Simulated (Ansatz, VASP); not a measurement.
## C in VASP and in Ansatz

Contents of INCAR:

```
SYSTEM = C
ALGO     = Normal         ! electronic algorithm
EDIFF    = 1E-6           ! SCF threshold, eV
EDIFFG   = -0.002         ! ionic threshold
ENCUT    = 520            ! plane-wave cutoff, eV
GGA      = CA             ! functional
IBRION   = 2              ! ionic algorithm
ISIF     = 2              ! what is computed and relaxed
ISMEAR   = 0              ! smearing method
LASPH    = .True.         ! aspherical terms in the spheres
LCHARG   = .False.        ! write CHGCAR
LREAL    = .False.        ! projectors in reciprocal space
LWAVE    = .False.        ! write WAVECAR
NELM     = 100            ! most SCF steps
NSW      = 60             ! ionic steps
PREC     = Accurate       ! precision mode
SIGMA    = 0.02           ! smearing width, eV
```

File KPOINTS:

```
k-points
0
Gamma
  9 9 6
  0 0 0
```

Contents of POSCAR:

```
C
1.0
    2.4834374100      0.0000000000      0.0000000000
   -1.2417187050      2.1507198858      0.0000000000
    0.0000000000      0.0000000000      4.0945232323
C
4
Direct
    0.3333333333      0.6666666667     -0.0002355119
    0.6666666667      0.3333333333      0.4997644881
    0.3333333333      0.6666666667      0.3742355119
    0.6666666667      0.3333333333      0.8742355119
```

Input for Ansatz:

```yaml
crystal:
  lattice:
    - [2.4834374011, 0.0, 0.0]
    - [-1.2417187006, 2.150719878, 0.0]
    - [0.0, 0.0, 4.0945232323]
  atoms:
    - { symbol: C, position: [0.3333333333, 0.6666666667, -0.0002355121] }
    - { symbol: C, position: [0.6666666667, 0.3333333333, 0.4997644879] }
    - { symbol: C, position: [0.3333333333, 0.6666666667, 0.3742355121] }
    - { symbol: C, position: [0.6666666667, 0.3333333333, 0.8742355121] }
basis:
  ecutwfc: 420
kpoints:
  mp_grid: { grid: [9, 9, 6] }
hamiltonian:
  xc: lda
  pseudopotentials: { kind: paw, azcp: { folder: soft_1 } }
scf:
  occupations: { method: gaussian, width: 0.02 }
output:
  forces: true
  stress: true
  eigenvalues: true
relax:
  adjacent_minimum: "off"
  f_tol: 0.002
  max_steps: 40
```

Change from the starting cell: strained cell.

Alike in both runs: task relaxation of the atoms; functional LDA; k mesh 9 × 9 × 6; occupations gaussian, width 0.02 eV; no spin polarisation.

|  | VASP | Ansatz |
| --- | --- | --- |
| version | VASP 6.6.1 | Ansatz 0.2.0 |
| potentials or method | VASP PAW LDA potentials, release 64 (C) | scalar-relativistic, plane waves, PAW |
| plane-wave cutoff (eV) | 520 | 420 |
| valence electrons in the cell | 16 | 16 |

Ansatz gave:

```
gap on the k mesh at the Fermi level, each at its own relaxed structure (eV) : 3.02
```

Question: What did VASP give for the same quantities?

Answer: gap on the k mesh at the Fermi level, each at its own relaxed structure (eV): 2.99.

Ansatz warned: «pseudo_functional_mismatch».

Caveats: the relaxation stopped at its first step, so nothing moved; an odd mesh through Γ misses points on the zone boundary, where band edges often lie.
